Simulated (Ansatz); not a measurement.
## Trial inputs on Ca

The reference input for Ansatz (plane-wave DFT with PAW):

```yaml
crystal:
  lattice:
    - [3.48865634, 0.0, 0.0]
    - [0.0, 3.48865634, 0.0]
    - [0.0, 0.0, 3.48865634]
  atoms:
    - { symbol: Ca, position: [0.0, 0.0, 0.0] }
basis:
  ecutwfc: 420
kpoints:
  mp_grid: { grid: [8, 8, 8] }
hamiltonian:
  xc: pbe
scf:
  occupations: { method: gaussian, width: 0.1 }
output:
  forces: true
  stress: true
  eigenvalues: true
```

Command:

```bash
ansatz run input.yaml --threads 1 --pin off --max-ram 1331MiB --backend cpu --events-out ev --progress --plain --runs-dir out
```

The run converges in 6 SCF iterations on 35 irreducible k-points: pressure 0.41 GPa, no gap.

Settings here are deliberately varied, not converged. Each trial's input is given as a difference from the reference's; energies are extrapolated to zero smearing where there is one, and pressure is positive in compression.

Trial 1:

```diff
 scf:
-  occupations: { method: gaussian, width: 0.1 }
+  occupations: { method: tetrahedron_uncorrected }
```

How does this run end?

The run converges in 6 SCF iterations on 35 irreducible k-points: energy 47.8 meV per atom above the reference, pressure -0.02 GPa, no gap. It warns that the printed bands weren't solved further after the SCF.

Trial 2:

```diff
 kpoints:
-  mp_grid: { grid: [8, 8, 8] }
+  mp_grid: { kspacing: 1.0 }
 scf:
+  mixing: { ndim: 6, preconditioner: local_kerker }
+  max_iter: 69
```

How does this run end?

The run converges in 6 SCF iterations on 4 irreducible k-points: energy 135 meV per atom above the reference, pressure 1.43 GPa, no gap.

Trial 3:

```diff
 basis:
-  ecutwfc: 420
+  ecutwfc: 350
```

What does the program give?

The run converges in 6 SCF iterations on 35 irreducible k-points: energy 0.85 meV per atom above the reference, pressure 0.41 GPa, no gap. It warns that the cutoff lies under the recommended one, 420 eV for these potentials.

Trial 4:

```diff
 basis:
-  ecutwfc: 420
+  ecutwfc: 370
 kpoints:
-  mp_grid: { grid: [8, 8, 8] }
+  mp_grid: { grid: [9, 9, 3] }
 scf:
+  max_iter: 20
```

What does the program give?

The run converges in 6 SCF iterations on 30 irreducible k-points: energy 35.9 meV per atom below the reference, pressure 0.37 GPa, no gap. It warns that the cutoff lies under the recommended one, 420 eV for these potentials; that the mesh lowers the symmetry.

Trial 5:

```diff
 kpoints:
-  mp_grid: { grid: [8, 8, 8] }
+  mp_grid: { kspacing: 0.97 }
+  band_path: { path: [VBM, CBM], npoints: 5 }
 scf:
-  occupations: { method: gaussian, width: 0.1 }
+  occupations: { method: fixed }
+  max_iter: 73
```

What happens?

The run converges in 6 SCF iterations on 4 irreducible k-points: energy 555 meV per atom above the reference, pressure -2.81 GPa, no gap. It warns that bands overlap at the filling; that the bands looked metallic on the way.

Trial 6 (left-handed cell):

```diff
 crystal:
   lattice:
-    - [3.48865634, 0.0, 0.0]
-    - [0.0, 3.48865634, 0.0]
-    - [0.0, 0.0, 3.48865634]
+    - [0.0, 3.48865634, 0.0]
+    - [3.48865634, 0.0, 0.0]
+    - [0.0, 0.0, 3.48865634]
-basis:
-  ecutwfc: 420
+basis: {}
 scf:
-  occupations: { method: gaussian, width: 0.1 }
+  occupations: { method: methfessel_paxton, width: 0.037 }
+  max_iter: 62
```

What happens?

The run converges in 5 SCF iterations on 35 irreducible k-points: energy 0.93 meV per atom above the reference, pressure 0.63 GPa, no gap.

Trial 7 (volume scaled):

```diff
 crystal:
   lattice:
-    - [3.48865634, 0.0, 0.0]
-    - [0.0, 3.48865634, 0.0]
-    - [0.0, 0.0, 3.48865634]
+    - [3.4295151463, 0.0, 0.0]
+    - [0.0, 3.4295151463, 0.0]
+    - [0.0, 0.0, 3.4295151463]
-basis:
-  ecutwfc: 420
+basis: {}
 kpoints:
-  mp_grid: { grid: [8, 8, 8] }
+  mp_grid: { kspacing: 1.1 }
 scf:
-  occupations: { method: gaussian, width: 0.1 }
+  occupations: { method: fermi_dirac, width: 0.047 }
+  max_iter: 80
+  convergence: { dr2_threshold: "1e-8 eV" }
```

What does the program give?

The run converges in 6 SCF iterations on 4 irreducible k-points: energy 157 meV per atom above the reference, pressure 1.41 GPa, no gap. It warns that the SCF threshold is loose for the stress.

Trial 8:

```diff
 basis:
-  ecutwfc: 420
+  ecutwfc: "41 Ry"
 hamiltonian:
+  dispersion: d3bj
 scf:
+  max_iter: 300
```

What does the program give?

The run converges in 6 SCF iterations on 35 irreducible k-points: pressure -0.49 GPa, no gap.

Trial 9 (volume scaled):

```diff
 crystal:
   lattice:
-    - [3.48865634, 0.0, 0.0]
-    - [0.0, 3.48865634, 0.0]
-    - [0.0, 0.0, 3.48865634]
+    - [3.6655925278, 0.0, 0.0]
+    - [0.0, 3.6655925278, 0.0]
+    - [0.0, 0.0, 3.6655925278]
-basis:
-  ecutwfc: 420
+basis: {}
 kpoints:
-  mp_grid: { grid: [8, 8, 8] }
+  mp_grid: { grid: [4, 9, 2] }
 hamiltonian:
-  xc: pbe
+  xc: pbesol
 scf:
-  occupations: { method: gaussian, width: 0.1 }
+  occupations: { method: tetrahedron_uncorrected }
 output:
-  stress: true
+  stress: false
```

What happens?

The run converges in 6 SCF iterations on 30 irreducible k-points: no gap. It warns that the printed bands weren't solved further after the SCF; that the mesh lowers the symmetry.

Trial 10:

```diff
 kpoints:
-  mp_grid: { grid: [8, 8, 8] }
+  mp_grid: { kspacing: 0.66 }
 scf:
+  eigensolver: { kind: davidson, full_accuracy: true }
+  max_iter: 30
+  convergence: { dr2_threshold: "1e-7 eV" }
+  self_checks: high
```

How does this run end?

The run converges in 6 SCF iterations on 4 irreducible k-points: energy 113 meV per atom below the reference, pressure 0.51 GPa, gap on the sampled k-points 0.87 eV (the reference is a metal, so it comes from the sampling or the changed settings). It warns that the SCF threshold is loose for the stress.